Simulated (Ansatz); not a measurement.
# TiO2 (P1) in Ansatz: notebook, part 2 of 3

Ansatz 0.2.0.

### 3 Single point, PBE

input.yaml reads:

```yaml
crystal:
  lattice:
    - [2.9682645463, 0.0, 0.0]
    - [0.0002080834, 4.7076067549, 0.0]
    - [1.4835696211, 0.242353462, 7.0834647979]
  atoms:
    - { symbol: Ti, position: [0.00337187, 0.00038881, 0.00070319] }
    - { symbol: Ti, position: [0.34464021, 0.48025965, 0.31695987] }
    - { symbol: Ti, position: [0.66170814, 0.52047436, 0.68449636] }
    - { symbol: O, position: [0.44003816, 0.18543769, 0.1285388] }
    - { symbol: O, position: [0.77792634, 0.29772875, 0.45187807] }
    - { symbol: O, position: [0.10123624, 0.30895342, 0.80624322] }
    - { symbol: O, position: [0.90649721, 0.69183699, 0.19517157] }
    - { symbol: O, position: [0.22940715, 0.70300728, 0.54951473] }
    - { symbol: O, position: [0.56802567, 0.81530006, 0.87282718] }
hamiltonian:
  xc: pbe
  pseudopotentials: { kind: paw }
kpoints:
  mp_grid: { grid: [9, 6, 4] }
scf:
  occupations: { method: fermi_dirac, width: 0.05 }
basis:
  ecutwfc: "350 eV"
output:
  forces: true
  stress: true
  eigenvalues: true
  write_density: true
  write_potential: true
  elf: true
  volumetric_format: npy
```

Potentials or basis: Ansatz PAW.

Started as:

```
$ ansatz run input.yaml --threads 4 --pin off --max-ram 11264MiB --backend cpu --events-out ev --progress --plain --runs-dir out
```

What it wrote:

```text
Warning: basis.ecutwfc = 350 eV is below the records' recommended 420 eV, and the density's cutoff is lower with it unless basis.ecutrho_ratio is high enough to keep the records' density cutoff: compare with a run at a higher cutoff
Warning: RAYON_NUM_THREADS=4 ignored (pool sized by the plan → 4); use --threads N
Engine: ansatz 0.2.0, aarch64-unknown-linux-gnu
Pseudopotentials: kind: paw
Pseudopotential: Ti, paw, valence charge 12, recommended cutoff 420 eV (normal), Ti.paw.azcp
Pseudopotential: O, paw, valence charge 6, recommended cutoff 420 eV (normal), O.paw.azcp
Functional definition: PBE
  parameter kappa = 0.804
  parameter beta = 0.06672455060314922
  exchange = pbe_x(kappa = kappa, mu = beta*pi^2/3)
  correlation = pbe_c(beta = beta)
[... 50 lines left out ...]
  atom   3  Ti     0.00080614    -0.01243064    -0.09486169
  atom   4  O     -0.00095421    -0.01645362     0.02243176
  atom   5  O      0.00777301    -0.09782948     0.01583188
  atom   6  O     -0.00234543    -0.03326133    -0.02360301
  atom   7  O      0.00012358     0.03161355     0.02311572
  atom   8  O     -0.00380829     0.09680771    -0.01456987
  atom   9  O     -0.00471226     0.01760455    -0.02160670
  max |Σ_I F_I| component: 2.09e-6 eV/Å
--- Stress (GPa, compression-positive) ---
        3.305906      -0.017246       0.006921
       -0.017246       4.013850      -0.094757
        0.006921      -0.094757       3.665382
  P = ⅓ Tr σ = 3.6617 GPa (36.617 kbar)
--- Band table (eV; the first three rows and the last of 110) ---
  k-point 0: bands = ["-48.7395", "-48.5985", "-48.5647", "-25.0296", "-25.0254", "-24.9612", "-24.8496", "-24.8326", "-24.7942", "-24.7201", "-24.6994", "-24.6458", "-9.9573", "-9.0007", "-8.9043", "-8.4166", "-8.3796", "-8.0505", "2.9683", "3.1957", "3.5292", "3.6684", "4.2472", "4.3771", "4.7041", "4.7204", "4.8010", "5.3426", "5.8977", "6.3016", "6.3463", "7.0335", "7.4893", "7.5850", "7.6775", "7.8897", "10.2080", "10.6065", "10.7439", "10.8760", "11.0696", "11.1129", "11.3361", "11.6497", "12.5353"]
  k-point 1: bands = ["-48.7395", "-48.5986", "-48.5645", "-25.0525", "-25.0086", "-24.9452", "-24.8497", "-24.8463", "-24.7839", "-24.7267", "-24.6989", "-24.6462", "-9.8645", "-9.2544", "-8.8625", "-8.3840", "-8.2551", "-8.0823", "2.7961", "3.2101", "3.4165", "3.9201", "4.2555", "4.3522", "4.3699", "4.6989", "5.2031", "5.5731", "5.9822", "6.2649", "6.5290", "7.0204", "7.3107", "7.3230", "7.4681", "7.9501", "10.2915", "10.7038", "10.7497", "10.7716", "10.9862", "11.0348", "11.3140", "11.8667", "12.5195"]
  k-point 2: bands = ["-48.7395", "-48.5987", "-48.5644", "-25.0634", "-25.0023", "-24.9294", "-24.8576", "-24.8499", "-24.7767", "-24.7338", "-24.6985", "-24.6465", "-9.6349", "-9.5758", "-8.8658", "-8.3295", "-8.1527", "-8.1381", "2.6344", "3.2305", "3.5469", "3.8942", "4.1199", "4.2680", "4.3617", "4.6780", "5.5879", "5.9938", "6.1941", "6.2633", "6.3347", "6.7738", "7.0541", "7.1145", "7.6670", "7.7966", "10.3426", "10.6036", "10.7683", "10.9051", "10.9443", "11.1012", "11.1177", "12.0728", "12.4517"]
  k-point 109: bands = ["-48.7017", "-48.5466", "-48.5407", "-25.2722", "-25.1374", "-25.1311", "-24.9162", "-24.9042", "-24.8047", "-24.7762", "-24.7446", "-24.7429", "-8.9475", "-8.8609", "-8.6162", "-8.4940", "-8.3616", "-8.2361", "3.2948", "3.4643", "3.8386", "3.9396", "4.1703", "4.3980", "4.4825", "4.8464", "5.0959", "5.6428", "5.8613", "5.9957", "6.1694", "6.2893", "6.5178", "6.6209", "6.9004", "7.1768", "10.5042", "10.6139", "11.0840", "11.2702", "11.3828", "11.4849", "11.6164", "11.8986", "12.0070"]
```

rho_z.tsv:

```text
# z_ang	rho[e/angstrom^3]
# format = ansatz-planar-average/11
# lattice	2.968264546	0.000000000	0.000000000
# lattice	0.000208083	4.707606755	0.000000000
# lattice	1.483569621	0.242353462	7.083464798
# sites	9
# site	22	0.011051914	0.002000785	0.004981022
# site	22	1.493315285	2.337689894	2.245174081
# site	22	2.979731119	2.616078675	4.848605870
# site	8	1.496884515	0.904119545	0.910500065
# site	8	2.979545704	1.511104089	3.200862402
# site	8	1.496678178	1.649827043	5.710995467
# site	8	2.980418102	3.304196993	1.382490946
# site	8	1.496330754	3.442658617	3.892468246
# site	8	2.981119997	4.049644759	6.182640604
0.000000	8.513755e-1
0.160916	8.210738e-1
0.321832	7.384047e-1
0.482748	6.598487e-1
0.643664	6.515306e-1
0.804579	7.170528e-1
[... 37 lines left out ...]
6.919383	7.323387e-1
7.080299	8.170101e-1
```

v_z.tsv:

```text
# z_ang	v_es[eV]	v_tot[eV]
# format = ansatz-planar-average/11
# xc	pbe
# density_cutoff_ev	1400
# datasets	Ti=:simpson_from_first_knot:soft	O=:simpson_from_first_knot:soft
# lattice	2.968264546	0.000000000	0.000000000
# lattice	0.000208083	4.707606755	0.000000000
# lattice	1.483569621	0.242353462	7.083464798
# sites	9
# site	22	0.011051914	0.002000785	0.004981022
# site	22	1.493315285	2.337689894	2.245174081
# site	22	2.979731119	2.616078675	4.848605870
# site	8	1.496884515	0.904119545	0.910500065
# site	8	2.979545704	1.511104089	3.200862402
# site	8	1.496678178	1.649827043	5.710995467
# site	8	2.980418102	3.304196993	1.382490946
# site	8	1.496330754	3.442658617	3.892468246
# site	8	2.981119997	4.049644759	6.182640604
0.000000	4.310055e0	-5.670993e0
0.160916	4.450830e0	-5.655111e0
0.321832	4.413030e0	-5.987417e0
0.482748	4.204319e0	-6.558145e0
0.643664	4.336792e0	-6.797692e0
0.804579	4.189023e0	-7.312711e0
[... 37 lines left out ...]
6.919383	4.397881e0	-6.023537e0
7.080299	4.461689e0	-5.659201e0
```

Run time: 11 s. Hardware: 4 threads of Arm Neoverse V2, shared host; peak memory 0.55 GiB.

What came out:

| Property | Result |
| --- | --- |
| Free energy | -10915.1777 eV |
| Pressure | 3.7 GPa |
| Largest force | 0.099 eV/Å |
| Band gap on the k mesh | 2.26 eV, indirect (least direct gap 2.32 eV) |

Forces on the atoms (eV/Å):
```
Ti   0.000 -0.002  0.002
Ti   0.003  0.016  0.091
Ti   0.001 -0.012 -0.095
O   -0.001 -0.016  0.022
O    0.008 -0.098  0.016
O   -0.002 -0.033 -0.024
O    0.000  0.032  0.023
O   -0.004  0.097 -0.015
O   -0.005  0.018 -0.022
```

Caveat: odd divisions of the mesh miss points on the zone boundary, where band edges often lie, so the gap on the mesh can be too wide; the pressure holds a Pulay correction of +8.4 GPa for the finite cutoff; the cutoff lies under the one recommended for these potentials.

### 4 Relaxation of cell and atoms, r2SCAN+rVV10

input.yaml: that of step 3 with these lines changed.

```diff
@@ -16,4 +16,5 @@
 hamiltonian:
-  xc: pbe
+  xc: r2scan
   pseudopotentials: { kind: paw }
+  dispersion: rvv10
 kpoints:
@@ -22,4 +23,2 @@
   occupations: { method: fermi_dirac, width: 0.05 }
-basis:
-  ecutwfc: "350 eV"
 output:
@@ -28,5 +27,5 @@
   eigenvalues: true
-  write_density: true
-  write_potential: true
-  elf: true
-  volumetric_format: npy
+relax:
+  f_tol: 0.01
+  max_steps: 40
+  cell: { stress_tol: 0.05 }
```

Started as:

```
$ ansatz run input.yaml --threads 4 --pin off --max-ram 11264MiB --backend cpu --events-out ev --progress --plain --runs-dir out
```

It took 3.3 min on 4 threads of Arm Neoverse V2, shared host; peak memory 0.99 GiB.

Results (log left out):

```yaml
Free_energy: -10934.7638 eV
Relaxed_volume: 10.86 Å³/atom
Relaxed_cell: a = 2.959 Å, b = 4.665 Å, c = 7.234 Å, α = 88.45°, β = 78.20°, γ = 90.00°
Space_group_after_relaxing_to_0.05_Å: C2/m (No. 12)
Energy_gained_by_relaxing: 1.1 meV/atom
Ionic_steps: 7
Pressure_after_relaxing: 0.0 GPa
Largest_force_after_relaxing: 0.003 eV/Å
Band_gap_on_the_k_mesh: 2.65 eV, indirect (least direct gap 2.70 eV)
```

Forces in eV/Å, atoms in the order of the input:
```
Ti   0.000  0.000  0.000
Ti   0.000  0.002 -0.003
Ti   0.000 -0.002  0.003
O    0.000  0.000 -0.001
O    0.000  0.000  0.000
O    0.000 -0.001 -0.002
O    0.000  0.000  0.002
O    0.000  0.000  0.000
O    0.000  0.000  0.001
```

The path:
```
step  energy change (eV)  largest force (eV/Å)  volume (Å³)
   1              0.0000                0.1080        98.98
   2             -0.0089                0.0770        97.99
   3             -0.0099                0.0186        97.71
   4             -0.0101                0.0213        97.72
   5             -0.0103                0.0148        97.72
   6             -0.0104                0.0033        97.71
   7             -0.0096                0.0033        97.71
```

Final structure:
```
CELL_PARAMETERS angstrom
2.95950 -0.00006 0.00012
0.00011 4.66457 -0.01468
1.47947 0.21802 7.07764
ATOMIC_POSITIONS crystal
Ti 0.00358 0.00038 0.00070
Ti 0.34516 0.48382 0.31772
Ti 0.66218 0.51693 0.68369
O 0.44067 0.18984 0.12667
O 0.77885 0.29662 0.45032
O 0.10225 0.30404 0.80352
O 0.90507 0.69671 0.19789
O 0.22846 0.70413 0.55109
O 0.56664 0.81091 0.87473
```

Levels at points of the mesh, in eV from the valence-band top:
```csv
k point,band 33,band 34,band 35,band 36,band 37,band 38,band 39,band 40
"(0.00, 0.00, 0.00)",-0.49,-0.38,-0.27,-0.05,2.65,3.06,3.21,3.31
"(0.00, 0.00, -0.50)",-0.94,-0.85,-0.30,-0.17,2.78,3.04,3.21,3.36
"(0.00, -0.50, 0.00)",-1.16,-0.97,-0.88,-0.80,2.74,3.07,3.18,3.38
"(0.00, -0.50, -0.50)",-0.92,-0.79,-0.74,-0.28,2.73,2.95,3.07,3.28
```

Caveat: odd divisions of the mesh miss points on the zone boundary, where band edges often lie, so the gap on the mesh can be too wide; the plane-wave basis is chosen anew once the cell has moved, so the energies of steps on either side of that aren't comparable; the PAW data sets come from PBE, with cores solved anew for the run's functional, which leaves a small shift of forces and pressure.

(Part 2 of 3 ends here.)
